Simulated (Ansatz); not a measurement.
## LaAlO3: response to strain

Start from LaAlO₃ (space group R-3c, No. 167; a = 5.412 Å, c = 13.193 Å (hexagonal axes)). Axes: x lies along a and z along c of the hexagonal cell.

Strains are applied to the cell and any free atomic positions relax; under biaxial strain the out-of-plane vector relaxes too.

Computed with PBE (Ansatz, a program for electronic structure; PAW; 420 eV plane waves; no spin-orbit coupling), earlier PAW set.

Notes on the quantities. energy relative to the base: free energy F.

```json
[
 {"variant": "base", "band gap": "4.02 eV", "gap character": "indirect, F → Γ", "energy relative to the base": "0 meV/atom", "shortest interatomic distance": "1.922 Å"},
 {"variant": "biaxial strain −4.59 %, plane normal [001], relaxed out of plane", "band gap": "3.45 eV", "gap character": "direct at Γ", "energy relative to the base": "+67 meV/atom", "shortest interatomic distance": "1.868 Å"},
 {"variant": "biaxial strain −0.81 %, plane normal [001], relaxed out of plane", "band gap": "3.97 eV", "gap character": "indirect, F → Γ", "energy relative to the base": "…", "shortest interatomic distance": "1.912 Å"},
 {"variant": "biaxial strain +2.65 %, plane normal [001], relaxed out of plane", "band gap": "4.01 eV", "gap character": "direct at Γ", "energy relative to the base": "+19 meV/atom", "shortest interatomic distance": "1.955 Å"},
 {"variant": "isotropic strain −3.97 %", "band gap": "…", "gap character": "direct at Γ", "energy relative to the base": "+102 meV/atom", "shortest interatomic distance": "1.837 Å"},
 {"variant": "isotropic strain +0.34 %", "band gap": "4.03 eV", "gap character": "indirect, F → Γ", "energy relative to the base": "+0.6 meV/atom", "shortest interatomic distance": "1.929 Å"},
 {"variant": "isotropic strain +1.09 %", "band gap": "4.05 eV", "gap character": "indirect, F → Γ", "energy relative to the base": "+6.4 meV/atom", "shortest interatomic distance": "1.946 Å"},
 {"variant": "uniaxial strain ε_xx = +2.33 %", "band gap": "3.84 eV", "gap character": "direct at Γ", "energy relative to the base": "+6.1 meV/atom", "shortest interatomic distance": "1.931 Å"}
]
```

### Question
Complete the table.

### Answer

- biaxial strain −0.81 %, plane normal [001], relaxed out of plane, energy relative to the base: +1.9 meV/atom
- isotropic strain −3.97 %, band gap: 3.79 eV

Whether these cells are dynamically stable was not tested. k-point labels follow each cell's own Brillouin zone.
